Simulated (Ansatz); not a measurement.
Ga2O3:

```xyz
10
Lattice="6.1070 -1.5186 0.0000 6.1070 1.5186 0.0000 -1.3860 0.0000 5.6300" Properties=species:S:1:pos:R:3 pbc="T T T"
Ga    3.2184    0.0000    3.8621
Ga    7.6096    0.0000    1.7679
Ga   10.8240    0.0000    1.1564
Ga    0.0041    0.0000    4.4736
O     5.1267    0.0000    4.1853
O     5.7013    0.0000    1.4447
O     9.4919    0.0000    2.4592
O     1.3361    0.0000    3.1708
O     8.9710    0.0000    5.0118
O     1.8570    0.0000    0.6182
```

Base run:

* Program: Ansatz 0.2.0
* Functional: PBE
* Potentials or basis: SSSP efficiency PAW
* Cutoff: 952 eV
* Density cutoff: 9524 eV
* k mesh: 9 × 9 × 5
* Occupations: fermi-dirac, width 0.05 eV
* Spin: no spin polarisation

Its results: band gap on the k mesh 2.44 eV, indirect (least direct gap 2.46 eV); pressure 10.0 GPa; largest force 0.229 eV/Å.

Problem. The run is repeated on the same cell with these changes: potentials or basis from SSSP efficiency PAW to Ansatz PAW earlier set; cutoff from 952 eV to 1020 eV; density cutoff from 9524 eV to 5100 eV; valence electrons from 88 to 120. What comes out?

Solution. Band gap on the k mesh 2.45 eV, indirect (least direct gap 2.47 eV); pressure 9.4 GPa; largest force 0.218 eV/Å.

Not every run made on this cell is shown here.
